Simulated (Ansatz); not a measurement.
Runs of Ansatz 0.2.0 on GaN. The structure is cubic, space group F-43m (No. 216). Conventional cell: a = 4.507 Å, b = 4.507 Å, c = 4.507 Å, α = 90.00°, β = 90.00°, γ = 90.00°. Around Ga (site symmetry -43m) lie 4 N at 1.95 Å. Around N (site symmetry -43m) lie 4 Ga at 1.95 Å. The cell is a database's computed one.

```csv
task,level,cell,cutoff (eV),smearing,points for each segment of the path,gap on the mesh (eV),pressure (GPa),relaxed volume (Å³/atom)
relaxation of cell and atoms,revPBE,relaxed,420,fermi-dirac 0.05 eV,-,1.46,0.0,11.96
band structure,r2SCAN,as given,500,fermi-dirac 0.05 eV,14,2.13,(b),-
single point,PBE,as given,420,gaussian 0.012 eV,-,(a),5.0,-
relaxation of cell and atoms,PBEsol+D3(BJ),relaxed,420,fermi-dirac 0.05 eV,-,(c),0.0,11.19
Born charges and dielectric tensor,LDA,as given,420,fixed,-,1.73,-,-
```

Alike in all rows: potentials or basis Ansatz PAW; no spin polarisation; k mesh 10 × 10 × 10.

Task: Fill in the values left out.

Result: (a) 1.72; (b) -1.2; (c) 1.81.

Caveats: the PAW data sets come from PBE, with cores solved anew for the run's functional, which leaves a small shift of forces and pressure (some runs); the plane-wave basis is chosen anew once the cell has moved, so the energies of steps on either side of that aren't comparable (some runs).

A k mesh can miss the band edges, and the runs leave out spin-orbit coupling on Ga.
